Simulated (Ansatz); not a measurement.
# Σ11 (113) boundary in fcc Rh with C (interstitial): structure and resistance, part 2 of 2

Wanted: what the Σ11 (113) boundary in fcc Rh with C (interstitial) costs an interconnect.

Ansatz 0.2.0; Ansatz plane-wave DFT, PBE, PAW files; relaxation of a bicrystal slab with its lowest layers held; PAW set soft_1 (the session's first sound run).

So far. Step 2 (Relaxing the bicrystal): The largest force component on a free atom ends at 0.0020 eV/Å, under the tolerance of 0.03, after 7 steps.

## Step 3: Transmission across the boundary

Bulk layers of each grain are laid under and over the relaxed boundary, and a lead is named in the middle of each, away from the free faces. The mesh across the current, 24×24, is finer than the density's, because channels open and close sharply across the zone. Energies from -0.1 to 0.1 eV in steps of 0.05 eV are too few for the program's thermal sum, so it prints no conductance; for a metal the transmission near the Fermi level serves, at a fraction of the cost.

This step: Ansatz plane-wave DFT, PBE, PAW files; ballistic transport by layer matching (Landauer), zero bias; boundary relaxed in a short slab, bulk layers laid on; PAW set soft_1 (Ansatz 0.2.0).

System of this step: Σ11 (113) boundary in fcc Rh with C (interstitial). The cell holds 39 atoms: 38 Rh and 1 C. Its edges and angles: a = 2.689 Å, b = 4.658 Å, c = 51.119 Å, α = 90.0°, β = 90.0°, γ = 73.2°. It derives from Rh. Regions: lower grain, 15 atoms (15 Rh); boundary, 12 atoms (11 Rh and 1 C); upper grain, 12 atoms (12 Rh). Vacuum lies along c.

The input, input.yaml:

```yaml
crystal:
  lattice:
    - [2.6891977995, 0.0, 0.0]
    - [1.3445988998, 4.459530044, 0.0]
    - [0.0, 0.0, 51.118883363]
  atoms:
    - { symbol: Rh, position: [5.4545454547, -10.9090909091, 0.0782489706] }
    - { symbol: Rh, position: [5.181818182, -10.3636363637, 0.1006805598] }
    - { symbol: Rh, position: [4.9090909092, -9.8181818182, 0.1231121491] }
    - { symbol: Rh, position: [4.6363636365, -9.2727272728, 0.1455437383] }
    - { symbol: Rh, position: [4.3636363638, -8.7272727273, 0.1679753276] }
    - { symbol: Rh, position: [4.090909091, -8.1818181819, 0.1904069168] }
    - { symbol: Rh, position: [3.8181818183, -7.6363636364, 0.2128385061] }
    - { symbol: Rh, position: [3.5454545456, -7.090909091, 0.2352700953] }
    - { symbol: Rh, position: [3.2727272728, -6.5454545455, 0.2577016846] }
    - { symbol: Rh, position: [3.0000000001, -6.0, 0.2801332738] }
    - { symbol: Rh, position: [2.7272727273, -5.4545454546, 0.3025648631] }
    - { symbol: Rh, position: [2.4545454546, -4.9090909091, 0.3249964523] }
    - { symbol: Rh, position: [2.1818181819, -4.3636363637, 0.3474280416] }
    - { symbol: Rh, position: [1.9090909091, -3.8181818182, 0.3698596308] }
    - { symbol: Rh, position: [1.6363636364, -3.2727272728, 0.3922912201] }
    - { symbol: Rh, position: [0.3636363636, 0.2727272727, 0.4147228093] }
    - { symbol: Rh, position: [0.0924149769, 0.8151700462, 0.4378140392] }
    - { symbol: Rh, position: [0.8202310762, 0.3595378476, 0.4596724408] }
    - { symbol: Rh, position: [0.5448837052, 0.9102325897, 0.4822361554] }
    - { symbol: Rh, position: [0.2792406293, 0.4415187414, 0.5064503224] }
    - { symbol: Rh, position: [0.0146108046, -0.0292216092, 0.5332817819] }
    - { symbol: C, position: [0.6903448902, 0.6193102196, 0.5335265659] }
    - { symbol: Rh, position: [0.2791580975, 0.441683805, 0.5605629585] }
    - { symbol: Rh, position: [0.5450287064, 0.9099425873, 0.5847825529] }
    - { symbol: Rh, position: [0.8207267105, 0.3585465789, 0.6070634459] }
    - { symbol: Rh, position: [0.0932815981, 0.8134368037, 0.6296664629] }
    - { symbol: Rh, position: [0.3644737434, 0.2710525133, 0.6525719584] }
    - { symbol: Rh, position: [1.6372010161, -3.2744020322, 0.6750035477] }
    - { symbol: Rh, position: [1.9099282888, -3.8198565777, 0.6974351369] }
    - { symbol: Rh, position: [2.1826555616, -4.3653111231, 0.7198667262] }
    - { symbol: Rh, position: [2.4553828343, -4.9107656686, 0.7422983154] }
    - { symbol: Rh, position: [2.7281101071, -5.456220214, 0.7647299047] }
    - { symbol: Rh, position: [3.0008373798, -6.0016747595, 0.7871614939] }
    - { symbol: Rh, position: [3.2735646525, -6.5471293049, 0.8095930832] }
    - { symbol: Rh, position: [3.5462919253, -7.0925838504, 0.8320246724] }
    - { symbol: Rh, position: [3.819019198, -7.6380383959, 0.8544562617] }
    - { symbol: Rh, position: [4.0917464708, -8.1834929413, 0.8768878509] }
    - { symbol: Rh, position: [4.3644737435, -8.7289474868, 0.8993194402] }
    - { symbol: Rh, position: [4.6372010162, -9.2744020322, 0.9217510294] }
kpoints:
  mp_grid: { grid: [10, 10, 1] }
hamiltonian:
  xc: pbe
  pseudopotentials: { kind: paw, azcp: { folder: soft_1 } }
scf:
  occupations: { method: fermi_dirac, width: 0.1 }
output:
  transmission:
    leads: [[8, 9], [31, 32]]
    kmesh: [24, 24]
    e_range: [-0.1, 0.1]
    de: 0.05
  write_potential: true
  write_density: true
  volumetric_format: npy
  elf: true
```

The run is started by

```bash
$ ansatz run input.yaml --threads 4 --pin off --max-ram 15360MiB --backend cpu --events-out ev --progress --plain --runs-dir out
```

Numbers of over 12 decimals in the logs are rounded to 6 here.

The program printed:

```text
[...]
Crystal: 39 atoms, lattice volume = 613.046 Å³
Basis set: ecut = 420 eV, 12077 PW (Γ)
Bands: 390, of which v1, the nominal top of the filled ones, is band 325 counted from 1 (324 counted from 0)
Symmetry: 2 space group operations
[...]
k-points: 31 of 100 (time reversal used)
[...]
SCF iter   1: F=—  HF=-243577.087964 eV  |F-HF|=—  |Δ(HF+E_count)|=         —  Δρ=1.03e-1  dr2=8.34e1  ethr=3.10e-3  ⟨swp⟩=6.0  Hψ=39530  notcnv=0  defer=416
[...]
SCF iter  13: F=-243558.252672 eV  HF=-243558.252672 eV  |F-HF|=8.61e-9  |Δ(HF+E_count)|=   4.77e-9  Δρ=8.71e-7  dr2=1.06e-8  ethr=1.54e-11  ⟨swp⟩=11.2  Hψ=30878  notcnv=0
SCF 1 converged in 13 iterations: F = -243558.252672 eV  dr2 = 1.06e-8
[...]
transmission: 1052 of 10519 steps passed
transmission: 2104 of 10519 steps passed
[...]
transmission: 10519 of 10519 steps passed
WARN: The output density's exchange-correlation potential varies sharply where the density is thin. Do not read a vacuum level from v_tot or v_xc, or from such a field of the output density. On a cell that repeats whose density bears no net charge and no dipole along the vacuum's axis use v_es (v_loc + v_h of the components); under efield.dipole_correction with no amplitude use v_es + v_field, which holds any externa [...]
SCF converged after 13 iterations
Free energy (F): -243558.252672 eV
[...]
Internal energy: -243556.436844 eV  (E = F + TS)
E sigma→0 (E₀):  -243557.344758 eV
Entropy (-TS):   -1.815828 eV (-46.560 meV/atom)
Fermi energy:    18.569580 eV
[...]
--- Band table (eV; the first three rows and the last of 31) ---
  k-point 0: bands = [... 321 lower, 17.9796, 18.0928, 18.1363, 18.1595, 18.1731, 18.3292, 18.3556, 18.4097, ... 61 higher]
  k-point 1: bands = [... 321 lower, 17.9449, 17.9757, 18.1181, 18.1382, 18.1483, 18.1688, 18.2018, 18.2510, ... 61 higher]
  k-point 2: bands = [... 321 lower, 17.9754, 18.0538, 18.0705, 18.0958, 18.1193, 18.1636, 18.1974, 18.2168, ... 61 higher]
  k-point 30: bands = [... 321 lower, 19.1045, 19.1138, 19.1339, 19.1423, 19.1655, 19.1805, 19.2091, 19.2197, ... 61 higher]
--- Transmission ---
  basis      : 107 plane waves across, 67 finite elements along
  points     : 157, standing for a mesh of 24 x 24
  energies   : 5 from -0.100000 to 0.100000 eV about the Fermi level, 0.050000 eV apart; the leads are filled to 0.000000 eV, and channels, transmission and decay are at 0.000000 eV
  crystal 0  : Rh2, at the sites [8, 9], period 2.2934 Å, over 18.35 Å; its Hamiltonian steps by up to 17.0 meV
    offset         : up to 0.0000 Å between an atom of the period and one for which it stands
    channels       : 3.583333e0 a spin
    conductance    : none, the energies end too early or step too widely for 300 K: set another output.transmission.e_range or a lower de, or, where they end at an eighth of basis.ecutwfc, a higher one
[...]
channels       : 3.576389e0 a spin
[...]
junction   : crystal 0 to crystal 1, 12.60 to 38.52 Å
    transmission   : 1.796170e0 a spin
[...]
```

The job ended after 6.8 min (4 threads of Intel Xeon 6975P-C (Granite Rapids), shared host; peak memory 9.6 GiB).

In the SCF lines HF is the Harris–Foulkes energy and dr2 the Hartree energy of the density residual, in eV; the loop may stop once dr2 is under the threshold and the program's other checks hold. Hψ counts applications of the Hamiltonian.

Numbers from this step:

| Quantity | Value |
| --- | --- |
| free energy | -243558.2527 eV |
| energy at zero smearing | -243557.3448 eV |
| Fermi energy | 18.57 eV |
| cell area | 11.99 Å² |
| transmission per spin nearest the Fermi level | 1.796 |
| open channels per spin nearest the Fermi level | 3.583 |
| open channels per spin, upper lead | 3.576 |
| step of the lead's potential | 17 meV |
| step of the upper lead's potential | 17 meV |

Per spin. Table of transmission, zone mean by energy, zero at the Fermi level:

```tsv
energy (eV)	transmission, zone mean
-0.1000	1.78
-0.0500	1.79
0.0000	1.80
0.0500	1.81
0.1000	1.82
```

Per spin. The open channels, zone mean, lead = upper lead by energy, zero at the Fermi level:

```tsv
energy (eV)	open channels, zone mean, lead = upper lead
-0.1000	3.51
-0.0500	3.59
0.0000	3.58
0.0500	3.64
0.1000	3.77
```

Transmission over k1 and k2. At 0.0000 eV from the Fermi level.

Ten even steps from '0' (0.15) to '9' (2.63):
```
976986978887877789995769
877828788887777889988769
886734688877776788777647
574644777777658788776434
457638998865567787775641
554726998786356766676701
476885998775643434566601
587989988764653334556601
876958788735644344556744
876787776434643344566637
986777763344633344575449
996667643333633334676669
994457544333644336777768
873666544334643467778767
844765544344653788785967
510665543335646788998978
410666543434657789958867
510767666765368789962745
414657778776556889983675
543467788785677777744647
874677788767777888643768
896788998877778888782877
996759998777878887968967
986985997887878879958968
```
Columns: k1 (b1) from -0.5 to 0.458; rows upwards: k2 (b2) from -0.5 to 0.458.

Open channels over k1 and k2. At 0.0000 eV from the Fermi level.

Values, 12 rows by 16 columns, each cell a mean:
```
4.33 4.00 5.17 3.17 3.50 3.83 5.33 6.00 6.67 5.33 4.33 4.00 4.00 3.67 4.00 4.00
3.33 3.67 4.67 2.33 3.50 3.50 4.67 5.67 5.67 5.00 4.00 4.00 3.00 3.33 2.67 2.67
3.00 3.67 4.50 3.17 4.00 4.00 4.67 4.67 4.00 4.33 4.00 3.33 2.83 2.17 2.50 1.83
3.33 4.00 5.33 3.33 4.00 4.00 4.17 3.50 3.00 3.00 2.67 2.00 2.00 2.67 2.33 1.67
3.67 4.00 4.50 3.50 3.17 3.83 3.33 3.00 3.67 3.00 2.00 2.00 2.00 2.33 2.67 2.67
5.00 3.67 3.50 3.17 2.83 2.17 2.67 3.00 4.00 2.67 2.00 2.00 2.50 2.50 2.83 3.83
4.17 2.50 2.67 2.00 2.00 2.00 2.17 2.83 3.67 3.00 3.00 3.00 3.00 3.67 4.17 4.17
2.83 1.83 3.00 2.33 2.00 2.00 2.67 3.00 3.33 3.33 4.00 4.00 3.67 3.33 5.33 4.00
2.67 1.33 2.83 2.17 2.50 2.83 3.50 3.17 3.33 4.67 4.00 4.00 3.67 2.67 5.17 3.50
2.83 2.17 2.83 2.83 3.17 3.83 4.33 4.67 5.33 5.00 4.17 3.50 3.33 3.00 4.67 3.67
3.50 2.83 3.67 3.67 3.67 4.00 4.67 5.67 6.33 5.67 4.67 4.00 3.33 2.67 5.33 4.00
5.00 4.00 4.33 3.33 4.00 3.67 4.83 5.83 6.67 6.00 4.50 3.50 3.67 3.00 5.33 4.33
```
Columns: k1 (b1) from -0.5 to 0.458; rows upwards: k2 (b2) from -0.5 to 0.458.

Valence density in the cb plane at fractional x = 0.690, with atoms of Rh and C within 0.2 Å of it. It is the smooth field of the valence electrons, not physical close to the nuclei.

Ten steps, logarithmic in the rise over the least value, from '0' (0 e/Å³) to '9' (12 e/Å³), each cell a mean:
```
22332112222126898411234321147886311222111233
36774212332136898510123210147986312332124676
58997311222124676310234320035774211221126899
58997310111112332101345531012332111111126999
47875200012222111112355542111112222100014787
23442100014665211122345432211124664200012343
21111110136897411222223222321147887310111111
42112332136998521232211112321147997411232112
74223543225776310122100011210136775312454223
74223543112343210001112211000123442112454223
53112332111112232100234321012332111112333112
22111111211114665311245421025664211112211111
```
Columns run along c (16.0 Å, from fractional 0.38 to 0.69 of the cell), rows up along b (4.7 Å). Atoms in or near the plane, at fractional coordinates: Rh at (0.39, 0.73), C at (0.53, 0.62), Rh at (0.68, 0.73).

Electrostatic potential energy in the cb plane at fractional x = 0.690, with atoms of Rh and C within 0.2 Å of it. With pseudopotentials it is smooth inside the atoms' cores, unlike the true potential.

Values in eV, 7 rows by 16 columns, each cell a mean:
```
  5   6  17  13   9 -42   1  15  10  17 -34 -15  16  14  16  -2
-30 -28  18  16  15 -20  10  14   5  19 -13   0  18  16   0 -45
-21 -19  20  19  14  16  19   0 -27  18  17  15  16  20   6 -37
 14  14  20   8 -29  12  16  11   4  15  18 -15 -13  20  18  11
  6  14  11   2 -42   9  15  17  19  13  17 -25 -23  16   9  16
 -5  10   3  16   2  17  19  17  15  19  19   7   9  13   0  13
 12  17  15  18  17  -4  15  11   1  19   1   8  19  17  15  18
```
Columns run along c (16.0 Å, from fractional 0.38 to 0.69 of the cell; values clipped at the 3rd and 97th percentile), rows up along b (4.7 Å). Atoms in or near the plane, at fractional coordinates: Rh at (0.39, 0.73), C at (0.53, 0.62), Rh at (0.68, 0.73).

ELF in the cb plane at fractional x = 0.690, with atoms of Rh and C within 0.2 Å of it. It is the smooth field of the valence electrons, not physical close to the nuclei.

Values, 7 rows by 16 columns, each cell a mean:
```
0.31 0.30 0.24 0.24 0.29 0.64 0.32 0.22 0.27 0.20 0.59 0.44 0.23 0.24 0.26 0.35
0.56 0.55 0.23 0.24 0.26 0.48 0.24 0.41 0.58 0.20 0.43 0.33 0.25 0.24 0.34 0.68
0.47 0.48 0.20 0.23 0.25 0.24 0.21 0.52 0.41 0.30 0.23 0.25 0.24 0.21 0.31 0.60
0.25 0.25 0.20 0.28 0.55 0.27 0.23 0.46 0.58 0.26 0.25 0.44 0.43 0.20 0.23 0.26
0.30 0.25 0.25 0.34 0.64 0.29 0.22 0.22 0.23 0.23 0.22 0.52 0.51 0.23 0.26 0.25
0.37 0.28 0.30 0.25 0.33 0.24 0.21 0.21 0.20 0.22 0.22 0.29 0.29 0.24 0.34 0.26
0.26 0.23 0.24 0.22 0.24 0.38 0.24 0.26 0.32 0.22 0.35 0.29 0.22 0.24 0.24 0.24
```
Columns run along c (16.0 Å, from fractional 0.38 to 0.69 of the cell), rows up along b (4.7 Å). Atoms in or near the plane, at fractional coordinates: Rh at (0.39, 0.73), C at (0.53, 0.62), Rh at (0.68, 0.73).

Over the solved energies the transmission per spin lies between 1.78 and 1.82, out of 3.62 channels of the lead on average (up to 3.77).

## Step 4: Specific resistance

This step: Ansatz plane-wave DFT, PBE, PAW files; ballistic transport by layer matching (Landauer), zero bias; specific resistance of the boundary; PAW set soft_1 (Ansatz 0.2.0).

Numbers from this step:

```
area resistance                      : 0.4329 fΩ m²
T over the leads' mean channel count : 0.4971
```

Averaged over the energies near the Fermi level, 49.7 % of the channels pass, which makes 0.433 fΩ m².

By hand, with T and the leads' channels N averaged over the energies near the Fermi level: RA = A (h/2e²)(1/T − ½[1/N₁ + 1/N₂]) = 11.99×10⁻²⁰ m² × 12 906 Ω × (1/1.798 − ½[1/3.618 + 1/3.615]) = 0.433 fΩ m².

## Step 5: Summary of results

- specific resistance of the boundary: 0.433 fΩ m²
- share of channels that pass: 0.497

The boundary has a specific resistance of 0.43 fΩ m². The boundary reflects 50 % of the channels; 0.43 fΩ m² is 4.3×10⁻¹² Ω·cm². One C in 12.0 Å² of boundary is a high coverage. One starting structure was relaxed; another shift or atom count at the boundary may lie lower.

[Logs are printed without paths, hosts, clocks, repeated set-up lines and the standing remarks that a program may print on its own settings, such as how far it seeks lower states.]

[Hosts, paths, dates, database ids (printed as entryN), source tags and the programs' standing remarks are cut or masked in the printed files.]
